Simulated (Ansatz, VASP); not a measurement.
**One calculation of Si, two programs**

POSCAR

```
Si
1.0
    3.8512048931      0.0000000000      0.0000000000
   -1.9256024465      3.3352412726      0.0000000000
    0.0000000000      0.0000000000      6.3307915521
Si
4
Direct
    0.3333333333      0.6666666667     -0.0003504873
    0.6666666667      0.3333333333      0.4996495127
    0.3333333333      0.6666666667      0.3743504873
    0.6666666667      0.3333333333      0.8743504873
```

File INCAR.step1:

```
SYSTEM = Si
  PREC = Accurate
  ENCUT = 520
  ISMEAR = 0
  SIGMA = 0.01
  LREAL = .FALSE.
  LASPH = .TRUE.
  NELM = 80
  NBANDS = 16
  GGA = PE
  ALGO = Normal
  EDIFF = 1E-4
  LWAVE = .TRUE.
  LCHARG = .FALSE.
```

Contents of INCAR.step2:

```
SYSTEM = Si
  PREC = Accurate
  ENCUT = 520
  EDIFF = 1E-6
  ISMEAR = 0
  SIGMA = 0.01
  LREAL = .FALSE.
  LASPH = .TRUE.
  NELM = 80
  ALGO = Normal
  ISIF = 2
  LWAVE = .FALSE.
  LCHARG = .FALSE.
  METAGGA = R2SCAN
  LMIXTAU = .TRUE.
  NBANDS = 16
  ISTART = 1
```

KPOINTS

```
regular mesh
0
G
  9 9 4
  0 0 0
```

Input for Ansatz:

```yaml
crystal:
  lattice:
    - [3.8512048931, 0.0, 0.0]
    - [-1.9256024465, 3.3352412726, 0.0]
    - [0.0, 0.0, 6.3307915521]
  atoms:
    - { symbol: Si, position: [0.3333333333, 0.6666666667, -0.0003504873] }
    - { symbol: Si, position: [0.6666666667, 0.3333333333, 0.4996495127] }
    - { symbol: Si, position: [0.3333333333, 0.6666666667, 0.3743504873] }
    - { symbol: Si, position: [0.6666666667, 0.3333333333, 0.8743504873] }
basis:
  ecutwfc: 500
kpoints:
  mp_grid: { grid: [9, 9, 4] }
  band_path:
    path:
      - [0.0, 0.0, 0.0]
      - [0.0, 0.0, 0.0]
      - [0.5, 0.0, 0.0]
      - [0.5, 0.0, 0.0]
      - [0.3333333333, 0.3333333333, 0.0]
      - [0.0, 0.0, 0.5]
      - [0.0073552595, -0.0036776298, 0.0]
      - [-0.0073552595, 0.0036776298, 0.0]
      - [0.0, 0.0, 0.0120909212]
      - [0.0, 0.0, -0.0120909212]
      - [0.0073552595, -0.0036776298, 0.0]
      - [-0.0073552595, 0.0036776298, 0.0]
      - [0.0, 0.0, 0.0120909212]
      - [0.0, 0.0, -0.0120909212]
    npoints: 1
hamiltonian:
  xc: r2scan
  pseudopotentials: { kind: paw, azcp: { folder: soft_1 } }
scf:
  occupations: { method: fixed }
  n_extra_bands: 6
output:
  forces: true
  stress: true
  eigenvalues: true
```

Alike in both runs: task single point; functional r2SCAN; k mesh 9 × 9 × 4; no spin polarisation.

```csv
,VASP,Ansatz
version,VASP 6.6.1,Ansatz 0.2.0
potentials or method,"VASP PAW PBE potentials, release 64 (Si)","scalar-relativistic, plane waves, PAW"
plane-wave cutoff (eV),520,500
occupations,"gaussian, width 0.01 eV",fixed
valence electrons in the cell,16,16
```

```tsv
	VASP	Ansatz	Ansatz less VASP
gap on the k mesh at the Fermi level (eV)	0.66	0.64	-0.013
least direct gap on the mesh (eV)	1.28	1.27	-0.012
pressure (GPa)	-1.0	-0.8	+0.22
largest component of the traceless stress (GPa)	0.78	0.78	+0.005
```

Caveats: the PAW data sets were made with another functional, which shifts forces and pressure a little (VASP); an odd mesh through Γ misses points on the zone boundary, where band edges often lie. r2SCAN opens gaps a little over a GGA but as a rule still falls short of measured ones.
